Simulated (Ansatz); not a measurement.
Rutile RuO2, treated with PBE-D3(BJ) in Ansatz (PAW).

Settings: plane-wave cutoff 520 eV, 12×12×18 k mesh (along the axes of the cell as run), Fermi–Dirac smearing 0.05 eV, no spin polarisation, scalar-relativistic PAW data made under PBE.

Computed at the level's own relaxed cell.

**Question.** Estimate the c axis length, volume per atom and pressure derivative B′ of the bulk modulus that the calculation returns.

**Answer.** 
- c axis length: 3.112 Å
- volume per atom: 10.49 Å³/atom
- pressure derivative B′ of the bulk modulus: 4.7

The run finds no gap.

Measured, for comparison: lattice parameter c 3.105 Å (room temperature, no zero-point or thermal correction; as tabulated in Hiroi (2015), arXiv:1503.02262). Computed (rounded) less measured: lattice parameter c +0.2 %.

Note: the bulk modulus comes from volumes at which shape and atoms were relaxed.

Computed values are for the static lattice.

The result took very roughly 8 core-minutes.

Ansatz is an electronic-structure program.
